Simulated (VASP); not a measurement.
Input of a VASP 6.6.1 run:

INCAR

```
SYSTEM = KNbO3
  ALGO = Normal
  EDIFF = 1E-7
  ENCUT = 520
  GGA = PE
  ISIF = 2
  ISMEAR = -1
  LASPH = .True.
  LCHARG = .True.
  LELF = .True.
  LREAL = .False.
  LVHAR = .True.
  LWAVE = .False.
  NBANDS = 28
  NELM = 80
  PREC = Accurate
  SIGMA = 0.05
```

The input KPOINTS:

```
k-points
0
Gamma
  7 7 7
  0 0 0
```

File POSCAR:

```
KNbO3
1.0
    3.9960000000      0.0000000000      0.0000000000
    0.0000000000      3.9960000000      0.0000000000
    0.0000000000      0.0000000000      4.0630000000
Nb K O
1 1 3
Direct
    0.5000000000      0.5000000000      0.5000000000
    0.0000000000      0.0000000000      0.0180000000
    0.0000000000      0.5000000000      0.5400000000
    0.5000000000      0.0000000000      0.5400000000
    0.5000000000      0.5000000000      0.0440000000
```

Potentials or basis: VASP PAW PBE potentials, release 64 (Nb_sv, K_sv, O).

The run is started by

```sh
$ cat potpaw_PBE.64/Nb_sv/POTCAR potpaw_PBE.64/K_sv/POTCAR potpaw_PBE.64/O/POTCAR > POTCAR
$ mpirun -np 1 vasp_std > vasp.out
```

Task: Predict the largest force.

Result: 0.189 eV/Å.

Task: Estimate the pressure.

Result: 3.2 GPa.

Task: What does it give for the band gap on the k mesh?

Result: 1.66 eV, indirect (least direct gap 2.42 eV).

Forces in eV/Å, atoms in the order of the input:
```
Nb   0.000  0.000  0.189
K    0.000  0.000 -0.018
O    0.000  0.000 -0.020
O    0.000  0.000 -0.020
O    0.000  0.000 -0.129
```

Caveat: an odd mesh through Γ misses points on the zone boundary, where band edges often lie.
